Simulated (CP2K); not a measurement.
Runs of CP2K 2026.2 on Al. It takes space group Fm-3m (No. 225, cubic). The conventional cell has a = 4.050 Å, b = 4.050 Å, c = 4.050 Å, α = 90.00°, β = 90.00°, γ = 90.00°. Al (site symmetry m-3m) is surrounded by 12 Al at 2.86 Å. 

```csv
task,level,potentials or basis,cell,smearing,EPS_DEFAULT,k points reduced by the point group,NGRIDS,basis sets,potentials,gap on the mesh (eV),pressure (GPa)
single point,r2SCAN+D3(BJ)+ATM,POTENTIAL_UZH Al GTH-SCAN-q3; TZVP-MOLOPT-SCAN-GTH basis,as given,fermi-dirac 0.05 eV,1.0E-9,yes,5,Al TZVP-MOLOPT-SCAN-GTH-q3,Al GTH-SCAN-q3 of POTENTIAL_UZH,none,-5.0
single point,r2SCAN+D4,POTENTIAL_UZH Al GTH-SCAN-q3; TZVP-MOLOPT-SCAN-GTH basis,as given,fermi-dirac 0.05 eV,1.0E-9,yes,5,Al TZVP-MOLOPT-SCAN-GTH-q3,Al GTH-SCAN-q3 of POTENTIAL_UZH,none,-4.7
band structure,PBE,POTENTIAL_UZH Al GTH-PBE-q3; TZVP-MOLOPT-PBE-GTH basis,as given,fermi-dirac 0.05 eV,1.0E-10,yes,4,Al TZVP-MOLOPT-PBE-GTH-q3,Al GTH-PBE-q3 of POTENTIAL_UZH,none,-0.7
single point,PBE,POTENTIAL_UZH Al GTH-PBE-q3; TZVP-MOLOPT-PBE-GTH basis,as given,gaussian 0.011 eV,1.0E-10,yes,4,Al TZVP-MOLOPT-PBE-GTH-q3,Al GTH-PBE-q3 of POTENTIAL_UZH,none,-0.7
single point,r2SCAN,POTENTIAL_UZH Al GTH-SCAN-q3; TZVP-MOLOPT-SCAN-GTH basis,as given,fermi-dirac 0.05 eV,1.0E-9,yes,5,Al TZVP-MOLOPT-SCAN-GTH-q3,Al GTH-SCAN-q3 of POTENTIAL_UZH,none,-3.6
band structure,LDA,GTH_POTENTIALS Al GTH-PADE-q3; TZVP-MOLOPT-PBE-GTH basis,as given,fermi-dirac 0.05 eV,1.0E-10,yes,5,Al TZVP-MOLOPT-PBE-GTH-q3,Al GTH-PADE-q3 of GTH_POTENTIALS,none,-4.3
single point,r2SCAN+rVV10,POTENTIAL_UZH Al GTH-SCAN-q3; TZVP-MOLOPT-SCAN-GTH basis,as given,fermi-dirac 0.05 eV,1.0E-9,yes,5,Al TZVP-MOLOPT-SCAN-GTH-q3,Al GTH-SCAN-q3 of POTENTIAL_UZH,none,-3.6
single point,r2SCAN+D3(BJ),POTENTIAL_UZH Al GTH-SCAN-q3; TZVP-MOLOPT-SCAN-GTH basis,as given,fermi-dirac 0.05 eV,1.0E-9,yes,5,Al TZVP-MOLOPT-SCAN-GTH-q3,Al GTH-SCAN-q3 of POTENTIAL_UZH,none,(a)
relaxation of cell and atoms,PBE,POTENTIAL_UZH Al GTH-PBE-q3; TZVP-MOLOPT-PBE-GTH basis,relaxed,fermi-dirac 0.05 eV,1.0E-10,-,4,Al TZVP-MOLOPT-PBE-GTH-q3,Al GTH-PBE-q3 of POTENTIAL_UZH,none,0.0
```

Alike in all rows: no spin polarisation; k mesh 11 × 11 × 11.

Problem. Fill in the values left out.

Solution. (a) -5.2.

Caveats: the basis of atomic orbitals isn't converged, which shifts pressures, moduli and gaps; pairwise dispersion overbinds metals, which lowers pressure and volume (some runs); the real-space grid breaks the cell's symmetry a little (some runs).

A gap of «none» marks a metal or a gap under the smearing width.
